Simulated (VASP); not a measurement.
## GaAs: changing the choice of potentials or basis

The cell as given:

```cif
data_structure
_symmetry_space_group_name_H-M 'F-43m'
_symmetry_Int_Tables_number 216
_cell_length_a 5.6537
_cell_length_b 5.6537
_cell_length_c 5.6537
_cell_angle_alpha 90.000
_cell_angle_beta 90.000
_cell_angle_gamma 90.000
_cell_volume 180.72
loop_
_atom_site_label
_atom_site_type_symbol
_atom_site_symmetry_multiplicity
_atom_site_Wyckoff_symbol
_atom_site_fract_x
_atom_site_fract_y
_atom_site_fract_z
_atom_site_occupancy
As1 As 4 c 0.25000 0.25000 0.25000 1
Ga1 Ga 4 a 0.00000 0.00000 0.00000 1
```

Kept alike: task relaxation of cell and atoms; functional PBE; k mesh 8 × 8 × 8; occupations fermi-dirac, width 0.05 eV; no spin polarisation. Program: VASP, cutoff 900 eV. The mesh is that of the run's cell of 2 atoms. No spin-orbit coupling.

| choice of potentials or basis | band gap (eV) | volume (Å³/atom) |
| --- | --- | --- |
| As, Ga | 0.154 | 23.911 |
| As, Ga_d | 0.132 | 23.807 |
| As, Ga_h | 0.152 | 23.750 |
| As_GW, Ga_d_GW | 0.140 | 23.747 |

Spin-orbit coupling, left out here, moves the band edges of heavy atoms and can close or invert small gaps. Gaps hold for each row's own relaxed cell. The relaxations keep at least the cell's symmetry (F-43m). Relaxations stop with a little pressure left, so the last digits of a volume or edge aren't settled. A gap read on the mesh alone can miss an edge between its points.

Task: What does the choice of potentials or basis change here?

Result: The band gap runs from 0.132 (As, Ga_d) to 0.154 eV (As, Ga). The volume runs from 23.747 (As_GW, Ga_d_GW) to 23.911 Å³/atom (As, Ga). Measured: 22.58 Å³/atom at 300 K (pmc:10405594, doi:10.1107/S1600576723004302); nearest As, Ga_h; As_GW, Ga_d_GW, 1.17 Å³/atom off. The runs are for a static lattice.
